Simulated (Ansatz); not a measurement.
Computed properties of KI (Fm-3m)

All numbers come from the PAW code Ansatz. The values are computed, non-magnetic, and not measurements.

Structure: KI (Fm-3m) from a database structure, at its r2SCAN minimum. It is cubic, Fm-3m (No. 225); a = 7.089 Å in the conventional setting, 44.53 Å³ an atom. Around K lie 6 I at 3.54 Å; around I lie 6 K at 3.54 Å.

```
K I
1.0
     0.00000    3.54449    3.54449
     3.54449    0.00000    3.54449
     3.54449    3.54449    0.00000
K I
1 1
Direct
  0.00000 0.00000 0.00000
  0.50000 0.50000 0.50000
```

Relaxed lattice by functional, symmetry kept:
```tsv
functional	k mesh	a (Å)	volume (Å³/atom)
PBE	6×6×6	7.178	46.23
r2SCAN	6×6×6	7.089	44.53
PBEsol	6×6×6	7.009	43.04
LDA	6×6×6	6.824	39.73
HSE06	4×4×4	7.143	45.56
```

Gaps on the r2SCAN cell, each the least over its mesh and the special points:

| level | k mesh | gap (eV) | kind | edges | least direct gap (eV) |
| --- | --- | --- | --- | --- | --- |
| LDA | 6×6×6 | 3.58 | direct | Γ | 3.58 |
| PBE | 6×6×6 | 3.94 | direct | Γ | 3.94 |
| PBE+SOC | 6×6×6 | 3.62 | direct | Γ | 3.62 |
| r2SCAN | 6×6×6 | 4.59 | direct | Γ | 4.59 |
| HSE06 | 4×4×4 | 4.94 | direct | Γ | 4.94 |
| HSE06+SOC | 4×4×4 | 4.60 | direct | Γ | 4.60 |
| DDH-PBE0 | 4×4×4 | 6.32 | direct | Γ | 6.32 |
| PBE0 | 4×4×4 | 5.63 | direct | Γ | 5.63 |
| r2SCAN0 | 4×4×4 | 5.96 | direct | Γ | 5.96 |
| LC-ωPBE | 4×4×4 alone | 9.80 | direct | Γ | 9.80 |
| G0W0@PBE (265 empty bands, 120 eV, 4×4×4) | 4×4×4 | 6.06 | – | Γ (mesh) | – |
| G0W0@PBE (659 empty bands, 220 eV, 4×4×4) | 4×4×4 | 6.14 | – | Γ (mesh) | – |

PBE: smearing of 0.02 eV; the others have fixed occupations.
Wave cutoffs: 420 eV, 500 eV (r2SCAN, r2SCAN0).
A mesh marked alone had no extra points solved.
The G0W0 gap is PBE's gap over the path plus the quasiparticle shift read on the mesh. No extrapolation in bands, cutoff or mesh was made for G0W0.

With HSE06 the gap is 4.94 eV and direct, at Γ. Spin-orbit coupling changes the PBE gap by -0.32 eV, to 3.62 eV; at Γ the threefold valence level splits into a fourfold and a twofold level 1.02 eV apart, the fourfold one on top. Spin-orbit coupling changes the HSE06 gap by -0.34 eV, to 4.60 eV; at Γ the threefold valence level splits into a fourfold and a twofold level 1.09 eV apart, the fourfold one on top.

Set against the finite-basis gap of 6.14 eV from G0W0@PBE (659 empty bands, 220 eV, 4×4×4), the closest functional is r2SCAN0, which differs by -0.18 eV. The others: DDH-PBE0 +0.18, PBE0 -0.51, HSE06 -1.20, r2SCAN -1.55, PBE -2.20, LDA -2.56, LC-ωPBE +3.66 eV. The yardstick's own error is a tenth of an eV or more. r2SCAN covers 64 % of the step from PBE to HSE06. Spin-orbit coupling moves the least or the direct gap by up to 0.34 eV, so it has to be included where a tenth of an eV counts. Among these functionals the gap stays direct.

On the PBEsol cell (a = 7.009 Å), with PBEsol: The optical mode at Γ lies at 99 cm⁻¹ without the longitudinal term. With the long-range field the highest mode reaches 135 cm⁻¹. ε∞: 2.95 in all directions. With the ions relaxed, ε⁰ is 5.5 in all directions. Born charges, averaged over directions: K +1.14, I -1.14 e.

Only the levels marked +SOC include spin-orbit coupling.

The meshes of the hybrids are coarse, so their gaps aren't converged to the digits shown.
